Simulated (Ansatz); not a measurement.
**ZrS2: further runs on the relaxed cell**

One table from this session's results is given with a row withheld; the runs are named, their logs left out.

Program: Ansatz 0.2.0. Level of theory: DFT PBE+D3(BJ), scalar-relativistic, plane waves, PAW. These are calculated values, not measurements.

2 further runs of the same task are left out: 2 set aside as unsound or not needed.

**The structure to begin with**

Symmetry: P-3m1, No. 164, trigonal system. Conventional cell: a = 3.635 Å, b = 3.635 Å, c = 5.720 Å, α = 90.00°, β = 90.00°, γ = 120.00°. Zr (site symmetry -3m) is surrounded by 6 S at 2.56 Å. S (site symmetry 3m) has 3 Zr at 2.56 Å as nearest neighbours.

Coordinates:

```
CELL_PARAMETERS angstrom
3.63511 0.00000 0.00000
-1.81755 3.14810 0.00000
0.00000 0.00000 5.72040
ATOMIC_POSITIONS crystal
Zr 0.00000 0.00000 0.00000
S 0.66667 0.33333 0.74473
S 0.33333 0.66667 0.25527
```

It goes back to an entry of the Materials Project.

It is the result of an earlier relaxation at this level (volume 21.82 Å³/atom; gap on the mesh: 0.70 eV).

The first run:

The input, input.yaml:

```yaml
crystal:
  lattice:
    - [3.59838876, 0.0, 0.0]
    - [-1.79919438, 3.1162960789, 0.0]
    - [0.0, 0.0, 5.662616829]
  atoms:
    - { symbol: Zr, position: [0.0, 0.0, 0.0] }
    - { symbol: S, position: [0.6666666667, 0.3333333333, 0.7447288747] }
    - { symbol: S, position: [0.3333333333, 0.6666666667, 0.2552711253] }
basis:
  ecutwfc: 420
kpoints:
  mp_grid: { grid: [9, 9, 6] }
hamiltonian:
  xc: pbe
  dispersion: d3bj
scf:
  occupations: { method: gaussian, width: 0.02 }
output:
  forces: true
  stress: true
  eigenvalues: true
relax:
  adjacent_minimum: "off"
  f_tol: 0.01
  max_steps: 30
  cell: { stress_tol: 0.1, fix: [volume] }
```

The run is started by

```sh
> ansatz run input.yaml --threads 1 --pin off --max-ram 2560MiB --backend cpu --events-out ev --progress --plain --runs-dir out
```

Among the steps run: The cell scaled to 0.97 of its volume; Volume × 1.03; Point at V/V0 = 0.94; The cell scaled to 1.06 of its volume; Point at V/V0 = 0.91; Point at V/V0 = 1.10; Volume × 0.88.

One of the session's tables, all rows but one given; the rest of the session is left out.

It belongs to the step «Fit of the equation of state». 

```
volume (Å³/atom)  energy above the lowest point (meV/atom)  pressure (GPa)  gap on the mesh (eV)
          19.202                                      49.5            7.24                  0.05
          19.857                                      25.2            4.71                  0.22
          20.512                                         ?               ?                     ?
          21.166                                       2.3            1.18                  0.55
          21.821                                       0.0            0.00                  0.70
          22.475                                       1.8           -0.84                  0.85
          23.130                                       6.5           -1.38                  0.96
          24.003                                      15.2           -1.74                  1.08
```

**Question.** Estimate the row for volume (Å³/atom) = 20.512.

Worked estimate for «energy above the lowest point (meV/atom)». A straight line through the neighbours (19.857, 25.2) and (21.166, 2.3) gives 25.2 + (2.3 − 25.2) × (20.512 − 19.857) / (21.166 − 19.857) = 13.7; a parabola fitted to 4 rows on both sides gives 10.1.

The run gave: energy above the lowest point (meV/atom): 10.1; pressure (GPa): 2.78; gap on the mesh (eV): 0.39. In «energy above the lowest point (meV/atom)» the line misses by +3.6 and the parabola by 0.0.
